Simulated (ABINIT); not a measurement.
# HfO2 (Fm-3m) in ABINIT: single point with PBE

Aim: the single point of HfO2 with PBE.

All numbers are computed with ABINIT 10.8.3 (patched build); they aren't measurements. Logs are shortened: lines on timing, memory, paths and dates and some standing lists are left out, and cuts for length are marked. The log counts tension as positive stress, the text compression.

## Step 1: Starting point

It takes space group Fm-3m (No. 225, cubic). The conventional cell has a = 5.115 Å, b = 5.115 Å, c = 5.115 Å, α = 90.00°, β = 90.00°, γ = 90.00°. Hf (site symmetry m-3m) is surrounded by 8 O at 2.21 Å. Around O (site symmetry -43m) lie 4 Hf at 2.21 Å.

Measurements of this composition are mostly on another form, of space group No. 14.

## Step 2: Single point, PBE

Contents of run.abi:

```
# Pseudopotentials
pp_dirpath "./"
pseudos "Hf.upf, O.upf"

# Structure
acell 3.6168511858 3.6168511858 3.6168511858 Angstrom
rprim
     0.0000000000     0.7071067812     0.7071067812
     0.7071067812     0.0000000000     0.7071067812
     0.7071067812     0.7071067812     0.0000000000
ntypat 2
znucl 72 8
natom 3
typat 1 2 2
xred
     0.0000000000     0.0000000000     0.0000000000
     0.7500000000     0.7500000000     0.7500000000
     0.2500000000     0.2500000000     0.2500000000

# Plane-wave basis
ecut 42.0

# k points
kptopt 1
ngkpt 7 7 7
nshiftk 1
shiftk 0.0 0.0 0.0

# Exchange and correlation
ixc 11

# Bands and occupations
nband 16
occopt 3
tsmear 0.05 eV

# SCF cycle
nstep 100
tolvrs 1.0e-10

# Output
iomode 3
prtwf 0
prtden 0
prteig 0
prtebands 0
enunit 1
```

Potentials or basis: PseudoDojo NC SR PBE v0.4.1 standard.

On the command line:

```sh
abinit run.abi > log 2>&1
```

run.abo:

```text
.Version 10.8.3 of ABINIT
 Symmetries : space group Fm -3 m (#225); Bravais cF (face-center cubic)
================================================================================
 Values of the parameters that define the memory need of the present run
     intxc =       0    ionmov =       0      iscf =       7    lmnmax =       8
     lnmax =       8     mgfft =      40  mpssoang =       4    mqgrid =    3001
     natom =       3  nloc_mem =       1    nspden =       1   nspinor =       1
    nsppol =       1      nsym =      48    n1xccc =    2501    ntypat =       2
    occopt =       3   xclevel =       2
       mpw =        2947          nfft =       64000          nkpt =          20
================================================================================
================================================================================

--------------------------------------------------------------------------------
------------- Echo of variables that govern the present computation ------------
--------------------------------------------------------------------------------
 -outvars: echo values of preprocessed input variables --------
            acell      6.8348581793E+00  6.8348581793E+00  6.8348581793E+00 Bohr
              amu      1.78490000E+02  1.59994000E+01
             ecut      4.20000000E+01 Hartree
           enunit           1
              ixc          11
         kptrlatt        7    0    0      0    7    0      0    0    7
          kptrlen      4.78440073E+01
            natom           3
            nband          16
            ngfft          40      40      40
             nkpt          20
            nstep         100
             nsym          48
           ntypat           2
           occopt           3
           prtden           0
        prtebands           0
           prteig           0
            prtwf           0
            rprim      0.0000000000E+00  7.0710678120E-01  7.0710678120E-01
                       7.0710678120E-01  0.0000000000E+00  7.0710678120E-01
                       7.0710678120E-01  7.0710678120E-01  0.0000000000E+00
          spgroup         225
           tolvrs      1.00000000E-10
           tsmear      1.83746611E-03 Hartree
            typat      1  2  2
           xangst      0.0000000000E+00  0.0000000000E+00  0.0000000000E+00
                       3.8362500001E+00  3.8362500001E+00  3.8362500001E+00
                       1.2787500000E+00  1.2787500000E+00  1.2787500000E+00
            xcart      0.0000000000E+00  0.0000000000E+00  0.0000000000E+00
                       7.2494618507E+00  7.2494618507E+00  7.2494618507E+00
                       2.4164872836E+00  2.4164872836E+00  2.4164872836E+00
             xred      0.0000000000E+00  0.0000000000E+00  0.0000000000E+00
                       7.5000000000E-01  7.5000000000E-01  7.5000000000E-01
                       2.5000000000E-01  2.5000000000E-01  2.5000000000E-01
            znucl       72.00000    8.00000

================================================================================

 chkinp: Checking input parameters for consistency.

================================================================================
== DATASET  1 ==================================================================

--- !DatasetInfo
iteration_state: {dtset: 1, }
dimensions: {natom: 3, nkpt: 20, mband: 16, nsppol: 1, nspinor: 1, nspden: 1, mpw: 2947, }
cutoff_energies: {ecut:  42.0, pawecutdg:  -1.0, }
electrons: {nelect:   2.40000000E+01, charge:   0.00000000E+00, occopt:   3.00000000E+00, tsmear:   1.83746611E-03, }
meta: {optdriver: 0, ionmov: 0, optcell: 0, iscf: 7, paral_kgb: 0, }
...

 Exchange-correlation functional for the present dataset will be:
  GGA: Perdew-Burke-Ernzerhof functional - ixc=11
  J.P.Perdew, K.Burke, M.Ernzerhof, PRL 77, 3865 (1996)

 Real(R)+Recip(G) space primitive vectors, cartesian coordinates (Bohr,Bohr^-1):
 R(1)=  0.0000000  4.8329746  4.8329746  G(1)= -0.1034560  0.1034560  0.1034560
 R(2)=  4.8329746  0.0000000  4.8329746  G(2)=  0.1034560 -0.1034560  0.1034560
 R(3)=  4.8329746  4.8329746  0.0000000  G(3)=  0.1034560  0.1034560 -0.1034560
 Unit cell volume ucvol=  2.2577379E+02 bohr^3
 Angles (23,13,12)=  6.00000000E+01  6.00000000E+01  6.00000000E+01 degrees

 getcut: wavevector=  0.0000  0.0000  0.0000  ngfft=  40  40  40
         ecut(hartree)=     42.000   => boxcut(ratio)=   2.00605

--- Pseudopotential description ------------------------------------------------
- pspini: atom type   1  psp file is ./Hf.upf
12 -101130 3 -1 1656                          pspcod,pspxc,lmax,lloc,mmax
     nproj     2     2     2     2

- pspini: atom type   2  psp file is ./O.upf
12 -101130 2 -1 936                           pspcod,pspxc,lmax,lloc,mmax
     nproj     2     2     1     0

   8.24044876E+02                                ecore*ucvol(ha*bohr**3)
--------------------------------------------------------------------------------

================================================================================

--- !BeginCycle
iteration_state: {dtset: 1, }
solver: {iscf: 7, nstep: 100, nline: 4, wfoptalg: 0, }
tolerances: {tolvrs: 1.00E-10, }
...

     iter   Etot(hartree)      deltaE(h)  residm     vres2
 ETOT  1  -89.375416081835    -8.938E+01 1.236E-01 1.339E+03
 ETOT  2  -89.091239563828     2.842E-01 4.210E-02 2.395E+03
 ETOT  3  -89.697422125594    -6.062E-01 8.928E-03 3.729E+01
 ETOT  4  -89.704207642184    -6.786E-03 3.605E-03 4.148E+00
 ETOT  5  -89.704863449673    -6.558E-04 1.246E-03 1.954E-01
 ETOT  6  -89.704913033447    -4.958E-05 9.744E-04 6.820E-03
 ETOT  7  -89.704914559403    -1.526E-06 7.607E-04 2.270E-05
 ETOT  8  -89.704914564903    -5.500E-09 5.841E-04 2.719E-06
 ETOT  9  -89.704914565327    -4.238E-10 5.170E-04 1.498E-07
 ETOT 10  -89.704914565342    -1.529E-11 5.936E-04 8.283E-09
 ETOT 11  -89.704914565343    -6.679E-13 3.395E-04 8.551E-11

 At SCF step   11       vres2   =  8.55E-11 < tolvrs=  1.00E-10 =>converged.

 Cartesian components of stress tensor (hartree/bohr^3)
  sigma(1 1)=  1.63578688E-04  sigma(3 2)=  0.00000000E+00
  sigma(2 2)=  1.63578688E-04  sigma(3 1)=  0.00000000E+00
  sigma(3 3)=  1.63578688E-04  sigma(2 1)=  0.00000000E+00

--- !ResultsGS
iteration_state: {dtset: 1, }
comment   : Summary of ground state results
lattice_vectors:
- [  0.0000000,   4.8329746,   4.8329746, ]
- [  4.8329746,   0.0000000,   4.8329746, ]
- [  4.8329746,   4.8329746,   0.0000000, ]
lattice_lengths: [   6.83486,    6.83486,    6.83486, ]
lattice_angles: [ 60.000,  60.000,  60.000, ] # degrees, (23, 13, 12)
lattice_volume:   2.2577379E+02
convergence: {deltae: -6.679E-13, res2:  8.551E-11, residm:  3.395E-04, diffor: null, }
etotal    :  -8.97049146E+01
entropy   :   0.00000000E+00
fermie    :   3.71719088E-01
cartesian_stress_tensor: # hartree/bohr^3
- [  1.63578688E-04,   0.00000000E+00,   0.00000000E+00, ]
- [  0.00000000E+00,   1.63578688E-04,   0.00000000E+00, ]
- [  0.00000000E+00,   0.00000000E+00,   1.63578688E-04, ]
pressure_GPa:  -4.8127E+00
xred      :
- [  0.0000E+00,   0.0000E+00,   0.0000E+00, Hf]
- [  7.5000E-01,   7.5000E-01,   7.5000E-01,  O]
- [  2.5000E-01,   2.5000E-01,   2.5000E-01,  O]
cartesian_forces: # hartree/bohr
- [ -5.94283058E-28,  -1.82121233E-44,  -5.94283058E-28, ]
- [  2.07999070E-27,  -1.82121233E-44,  -5.94283058E-28, ]
- [ -1.48570764E-27,   3.64242465E-44,   1.18856612E-27, ]
force_length_stats: {min:   8.40443160E-28, max:   2.16322298E-27, mean:   1.63543342E-27, }
...

 Integrated electronic density in atomic spheres:
 ------------------------------------------------
 Atom  Sphere_radius  Integrated_density
    1        2.00000          8.27418699
    2        2.00000          6.34170386
    3        2.00000          6.34170386
================================================================================

 ----iterations are completed or convergence reached----

 Mean square residual over all n,k,spin=   24.624E-07; max=  33.954E-05
 reduced coordinates (array xred) for    3 atoms
       0.000000000000      0.000000000000      0.000000000000
       0.750000000000      0.750000000000      0.750000000000
       0.250000000000      0.250000000000      0.250000000000
 rms dE/dt=  7.0353E-27; max dE/dt=  4.3082E-27; dE/dt below (all hartree)
    1       0.000000000000      0.000000000000      0.000000000000
    2       0.000000000000     -0.000000000000     -0.000000000000
    3      -0.000000000000     -0.000000000000      0.000000000000

 cartesian coordinates (angstrom) at end:
    1      0.00000000000000     0.00000000000000     0.00000000000000
    2      3.83625000010566     3.83625000010566     3.83625000010566
    3      1.27875000003522     1.27875000003522     1.27875000003522

 cartesian forces (hartree/bohr) at end:
    1     -0.00000000000000    -0.00000000000000    -0.00000000000000
    2      0.00000000000000    -0.00000000000000    -0.00000000000000
    3     -0.00000000000000     0.00000000000000     0.00000000000000
 frms,max,avg= 1.0003274E-27 2.0799907E-27   0.000E+00  0.000E+00  0.000E+00 h/b

 cartesian forces (eV/Angstrom) at end:
    1     -0.00000000000000    -0.00000000000000    -0.00000000000000
    2      0.00000000000000    -0.00000000000000    -0.00000000000000
    3     -0.00000000000000     0.00000000000000     0.00000000000000
 frms,max,avg= 5.1438905E-26 1.0695742E-25   0.000E+00  0.000E+00  0.000E+00 e/A
 length scales=  6.834858179327  6.834858179327  6.834858179327 bohr
              =  3.616851185800  3.616851185800  3.616851185800 angstroms
 Fermi (or HOMO) energy (eV) =  10.11499   Average Vxc (eV)= -12.00836
 Eigenvalues (   eV  ) for nkpt=  20  k points:
 kpt#   1, nband= 16, wtk=  0.00292, kpt=  0.0000  0.0000  0.0000 (reduced coord)
 -53.47037  -21.92932  -21.92932  -21.92932  -10.70280   -7.77537    2.62452    2.62452
   2.62452    7.20326    7.20326    7.20326   11.67272   11.67272   13.45385   17.91286
 prteigrs : prtvol=0 or 1, do not print more k-points.

--- !EnergyTerms
iteration_state     : {dtset: 1, }
comment             : Components of total free energy in Hartree
kinetic             :  3.66075811709283E+01
hartree             :  1.40569523819853E+01
xc                  : -2.26947826256257E+01
Ewald energy        : -6.72333630680685E+01
psp_core            :  3.64986951635493E+00
local_psp           : -5.16470107868932E+01
non_local_psp       : -2.44416115402425E+00
internal            : -8.97049145653431E+01
'-kT*entropy'       :  1.87990621797807E-15
total_energy        : -8.97049145653431E+01
total_energy_eV     : -2.44099507840028E+03
band_energy         : -7.94528501276082E+00
...

 Cartesian components of stress tensor (hartree/bohr^3)
  sigma(1 1)=  1.63578688E-04  sigma(3 2)=  0.00000000E+00
  sigma(2 2)=  1.63578688E-04  sigma(3 1)=  0.00000000E+00
  sigma(3 3)=  1.63578688E-04  sigma(2 1)=  0.00000000E+00

-Cartesian components of stress tensor (GPa)         [Pressure= -4.8127E+00 GPa]
- sigma(1 1)=  4.81265116E+00  sigma(3 2)=  0.00000000E+00
- sigma(2 2)=  4.81265116E+00  sigma(3 1)=  0.00000000E+00
- sigma(3 3)=  4.81265116E+00  sigma(2 1)=  0.00000000E+00

== END DATASET(S) ==============================================================
================================================================================

 -outvars: echo values of variables after computation  --------
            acell      6.8348581793E+00  6.8348581793E+00  6.8348581793E+00 Bohr
           etotal     -8.9704914565E+01
            fcart     -5.9428305794E-28 -1.8212123255E-44 -5.9428305794E-28
                       2.0799907028E-27 -1.8212123255E-44 -5.9428305794E-28
                      -1.4857076448E-27  3.6424246511E-44  1.1885661159E-27
            rprim      0.0000000000E+00  7.0710678120E-01  7.0710678120E-01
                       7.0710678120E-01  0.0000000000E+00  7.0710678120E-01
                       7.0710678120E-01  7.0710678120E-01  0.0000000000E+00
           strten      1.6357868819E-04  1.6357868819E-04  1.6357868819E-04
                       0.0000000000E+00  0.0000000000E+00  0.0000000000E+00
           xangst      0.0000000000E+00  0.0000000000E+00  0.0000000000E+00
                       3.8362500001E+00  3.8362500001E+00  3.8362500001E+00
                       1.2787500000E+00  1.2787500000E+00  1.2787500000E+00
             xred      0.0000000000E+00  0.0000000000E+00  0.0000000000E+00
                       7.5000000000E-01  7.5000000000E-01  7.5000000000E-01
                       2.5000000000E-01  2.5000000000E-01  2.5000000000E-01
 Calculation completed.
```

Run time: 38 s. Hardware: 1 thread of Arm Neoverse V1, shared host; peak memory 0.08 GiB.

What came out:

```yaml
Free_energy: -2440.9951 eV
Pressure: -4.8 GPa
Band_gap_on_the_k_mesh: 3.95 eV, indirect (least direct gap 4.11 eV)
Valence_electrons_inside_the_program's_atomic_spheres: Hf 8.27; O 6.34
```

Caveat: spin-orbit coupling is left out, which moves the levels of the heavy elements; an odd mesh through Γ misses points on the zone boundary, where band edges often lie. Expect the measured gap to be larger: semilocal functionals such as PBE lack the derivative discontinuity.
